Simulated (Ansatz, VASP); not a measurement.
MgS in VASP and in Ansatz

```
CELL_PARAMETERS angstrom
0.00000 2.83087 2.83087
2.83087 0.00000 2.83087
2.83087 2.83087 0.00000
ATOMIC_POSITIONS crystal
Mg 0.00000 0.00000 0.00000
S 0.75000 0.75000 0.75000
```

Alike in both runs: task single point; functional r2SCAN; k mesh 8 × 8 × 8; no spin polarisation.

|  | VASP | Ansatz |
| --- | --- | --- |
| version | VASP 6.6.1 | Ansatz 0.2.0 |
| potentials or method | VASP PAW PBE potentials, release 64 (Mg, S) | plane waves, PAW |
| plane-wave cutoff (eV) | 520 | 500 |
| occupations | gaussian, width 0.01 eV | fixed |
| valence electrons in the cell | 8 | 16 |

Ansatz gave:

- gap on the k mesh at the Fermi level (eV): 4.14
- pressure (GPa): 0.0

Problem. Which values does VASP return?

Solution. gap on the k mesh at the Fermi level (eV): 4.13; pressure (GPa): -0.3.

The two sets of potentials don't hold the same shells in valence.

Caveats: the PAW data sets were made with another functional, which shifts forces and pressure a little (VASP). A k mesh can miss the band edges. r2SCAN opens gaps a little over a GGA but as a rule still falls short of measured ones.
